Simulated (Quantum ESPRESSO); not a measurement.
The system is Hg.

```
Hg
1.0
    -0.07861   -2.27056   -2.52336
    -2.36124   -0.18895   -2.41302
     2.76154    2.33982   -5.03738
Hg
2
Direct
  0.50459 0.49865 0.50152
  0.99541 0.00135 0.99848
```

Below is the output of Quantum ESPRESSO 7.5 for this cell. Logs are shortened: lines on timing, memory, paths and dates and some standing lists are left out, and cuts for length are marked.

```text
This program is part of the open-source Quantum ESPRESSO suite
     for quantum simulation of materials; please cite
[... 9 lines left out ...]
     --------------------
     sticks:   dense  smooth     PW     G-vecs:    dense   smooth      PW
     Sum         635     635    199                22981    22981    4157

     Using Slab Decomposition

     bravais-lattice index     =            0
     lattice parameter (alat)  =       6.4164  a.u.
     unit-cell volume          =     366.0506 (a.u.)^3
     number of atoms/cell      =            2
     number of atomic types    =            1
     number of electrons       =        40.00
     number of Kohn-Sham states=           28
     kinetic-energy cutoff     =      60.0000  Ry
     charge density cutoff     =     240.0000  Ry
     scf convergence threshold =      4.0E-10
     mixing beta               =       0.5000
     number of iterations used =            8  plain     mixing
     Exchange-correlation= PBE
                           (   1   4   3   4   0   0   0)

     celldm(1)=   6.416435  celldm(2)=   0.000000  celldm(3)=   0.000000
     celldm(4)=   0.000000  celldm(5)=   0.000000  celldm(6)=   0.000000

     crystal axes: (cart. coord. in units of alat)
               a(1) = (  -0.023151  -0.668709  -0.743163 )
               a(2) = (  -0.695417  -0.055649  -0.710666 )
               a(3) = (   0.813309   0.689108  -1.483575 )

     reciprocal axes: (cart. coord. in units 2 pi/alat)
               b(1) = (  0.413002 -1.161672 -0.313175 )
               b(2) = ( -1.085540  0.460981 -0.380981 )
               b(3) = (  0.313114  0.361093 -0.334671 )

     PseudoPot. # 1 for Hg read from file:
     Hg_ONCV_PBE-1.0.oncvpsp.upf
     Pseudo is Norm-conserving, Zval = 20.0
     Generated using ONCVPSP code by D. R. Hamann
     Using radial grid of 1262 points,  8 beta functions with:
                l(1) =   0
                l(2) =   0
                l(3) =   1
                l(4) =   1
                l(5) =   2
                l(6) =   2
                l(7) =   3
                l(8) =   3

     atomic species   valence    mass     pseudopotential
     Hg               20.00   200.59200     Hg( 1.00)

      2 Sym. Ops., with inversion, found ( 1 have fractional translation)

   Cartesian axes

     site n.     atom                  positions (alat units)
         1        Hg     tau(   1) = (   0.0494384  -0.0195682  -1.4734077  )
         2        Hg     tau(   2) = (   0.7880907   0.0223419  -2.2220324  )

     number of k points=   252  Fermi-Dirac smearing, width (Ry)=  0.0037

     Number of k-points >= 100: set verbosity='high' to print them.

     Dense  grid:    22981 G-vectors     FFT dimensions: (  32,  32,  60)

     Initial potential from superposition of free atoms

     starting charge      39.9999, renormalised to      40.0000
     Starting wfcs are   20 randomized atomic wfcs +    8 random wfcs

     Self-consistent Calculation

     iteration #  1     ecut=    60.00 Ry     beta= 0.50
     Davidson diagonalization with overlap
     ethr =  1.00E-02,  avg # of iterations =  6.7

     Threshold (ethr) on eigenvalues was too large:
     Diagonalizing with lowered threshold

     Davidson diagonalization with overlap
     ethr =  2.92E-05,  avg # of iterations =  7.1

     total energy              =    -620.27690940 Ry
     estimated scf accuracy    <       0.01171784 Ry

     iteration #  2     ecut=    60.00 Ry     beta= 0.50
     Davidson diagonalization with overlap
     ethr =  2.93E-05,  avg # of iterations =  2.0

     total energy              =    -620.27935005 Ry
     estimated scf accuracy    <       0.00080819 Ry

     iteration #  3     ecut=    60.00 Ry     beta= 0.50
     Davidson diagonalization with overlap
     ethr =  2.02E-06,  avg # of iterations =  2.5

     total energy              =    -620.27943144 Ry
     estimated scf accuracy    <       0.00017752 Ry

     iteration #  4     ecut=    60.00 Ry     beta= 0.50
     Davidson diagonalization with overlap
     ethr =  4.44E-07,  avg # of iterations =  2.0

     total energy              =    -620.27944864 Ry
     estimated scf accuracy    <       0.00001463 Ry

     iteration #  5     ecut=    60.00 Ry     beta= 0.50
     Davidson diagonalization with overlap
     ethr =  3.66E-08,  avg # of iterations =  2.0
[... 15 lines left out ...]
     total energy              =    -620.27945007 Ry
     estimated scf accuracy    <          3.6E-09 Ry

     iteration #  8     ecut=    60.00 Ry     beta= 0.50
     Davidson diagonalization with overlap
     ethr =  8.96E-12,  avg # of iterations =  5.0

     total energy              =    -620.27945009 Ry
     estimated scf accuracy    <          2.5E-09 Ry

     iteration #  9     ecut=    60.00 Ry     beta= 0.50
     Davidson diagonalization with overlap
     ethr =  6.34E-12,  avg # of iterations =  1.2

     total energy              =    -620.27945009 Ry
     estimated scf accuracy    <          3.3E-09 Ry

     iteration # 10     ecut=    60.00 Ry     beta= 0.50
     Davidson diagonalization with overlap
     ethr =  6.34E-12,  avg # of iterations =  2.0

     End of self-consistent calculation

     Number of k-points >= 100: set verbosity='high' to print the bands.

     the Fermi energy is    12.1917 ev

!    total energy              =    -620.27945009 Ry
     estimated scf accuracy    <          3.6E-12 Ry
     smearing contrib. (-TS)   =      -0.00030863 Ry
     internal energy E=F+TS    =    -620.27914145 Ry

     The total energy is F=E-TS. E is the sum of the following terms:
     one-electron contribution =    -327.11314468 Ry
     hartree contribution      =     167.59603944 Ry
     xc contribution           =     -54.86692767 Ry
     ewald contribution        =    -405.89510854 Ry

     convergence has been achieved in  10 iterations

     Forces acting on atoms (cartesian axes, Ry/au):

     atom    1 type  1   force =    -0.00044519   -0.00055989    0.00070695
     atom    2 type  1   force =     0.00044519    0.00055989   -0.00070695

     Total force =     0.001422     Total SCF correction =     0.000003

     Computing stress (Cartesian axis) and pressure

          total   stress  (Ry/bohr**3)                   (kbar)     P=        9.02
   0.00008426  -0.00004552   0.00002633           12.40       -6.70        3.87
  -0.00004552   0.00003326   0.00001510           -6.70        4.89        2.22
   0.00002633   0.00001510   0.00006638            3.87        2.22        9.76

=------------------------------------------------------------------------------=
   JOB DONE.
=------------------------------------------------------------------------------=
```

**Question.** Write the input and the command behind it.

**Answer.** Single point with PBE, no spin polarisation. The files as run (others can give the same):

pw.in
```
&CONTROL
  calculation = 'scf'
  prefix = 'pwscf'
  outdir = './tmp'
  pseudo_dir = './pseudo'
  tprnfor = .true.
  tstress = .true.
  disk_io = 'nowf'
/
&SYSTEM
  ibrav = 0
  nat = 2
  ntyp = 1
  ecutwfc = 60
  nbnd = 28
  occupations = 'smearing'
  smearing = 'fd'
  degauss = 0.00367493
/
&ELECTRONS
  conv_thr = 4d-10
  electron_maxstep = 120
  mixing_beta = 0.5
/
ATOMIC_SPECIES
Hg   200.5920 Hg_ONCV_PBE-1.0.oncvpsp.upf
CELL_PARAMETERS angstrom
  -0.0786070300   -2.2705563000   -2.5233604700
  -2.3612398900   -0.1889514300   -2.4130160700
   2.7615352900    2.3398185000   -5.0373761100
ATOMIC_POSITIONS crystal
Hg     0.5045850400    0.4986525700    0.5015206200
Hg     0.9954149600    0.0013474300    0.9984793800
K_POINTS automatic
10 10 5 0 0 0
```

Potentials or basis: SSSP 1.3 efficiency PBE.
Launch:
```console
$ OMP_NUM_THREADS=1 pw.x -in pw.in > pw.out
```
